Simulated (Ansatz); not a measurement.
# GaN: the cost of one run

Computed with Ansatz 0.2.0 (DFT r2SCAN, scalar-relativistic, plane waves, PAW, unless a step's input says otherwise).

2 further runs of the same task are left out: 2 set aside as unsound or not needed.

## (1) Starting point

Symmetry: F-43m, No. 216, cubic system. The conventional cell has a = 4.507 Å, b = 4.507 Å, c = 4.507 Å, α = 90.00°, β = 90.00°, γ = 90.00°. Ga (site symmetry -43m) has 4 N at 1.95 Å as nearest neighbours. Around N (site symmetry -43m) lie 4 Ga at 1.95 Å.

Coordinates:

```cif
data_structure
_symmetry_space_group_name_H-M 'F-43m'
_symmetry_Int_Tables_number 216
_cell_length_a 4.5070
_cell_length_b 4.5070
_cell_length_c 4.5070
_cell_angle_alpha 90.000
_cell_angle_beta 90.000
_cell_angle_gamma 90.000
_cell_volume 91.55
loop_
_atom_site_label
_atom_site_type_symbol
_atom_site_symmetry_multiplicity
_atom_site_Wyckoff_symbol
_atom_site_fract_x
_atom_site_fract_y
_atom_site_fract_z
_atom_site_occupancy
Ga1 Ga 4 a 0.00000 0.00000 0.00000 1
N1 N 4 c 0.25000 0.25000 0.25000 1
```

This is candidate A: structure listed in a database for this formula (F-43m, No. 216).

(A quick probe on a coarse mesh, which set the mesh and smearing, is not shown.)

## (3) Full relaxation (candidate A)

The input, input.yaml:

```yaml
crystal:
  lattice:
    - [0.0, 2.2535006075, 2.2535006075]
    - [2.2535006075, 0.0, 2.2535006075]
    - [2.2535006075, 2.2535006075, 0.0]
  atoms:
    - { symbol: Ga, position: [0.0, 0.0, 0.0] }
    - { symbol: "N", position: [0.75, 0.75, 0.75] }
basis:
  ecutwfc: 500
kpoints:
  mp_grid: { grid: [10, 10, 10] }
hamiltonian:
  xc: r2scan
scf:
  occupations: { method: gaussian, width: 0.02 }
output:
  forces: true
  stress: true
  eigenvalues: true
relax:
  adjacent_minimum: "off"
  f_tol: 0.01
  max_steps: 80
  cell: { stress_tol: 0.05 }
```

Launch:

```sh
ansatz run input.yaml --threads 1 --pin off --max-ram 3072MiB --backend cpu --events-out ev --progress --plain --runs-dir out
```

What time and memory should one allow on 1 thread of Arm Neoverse V2, shared host?

About 14 s, with a peak of 0.36 GiB.
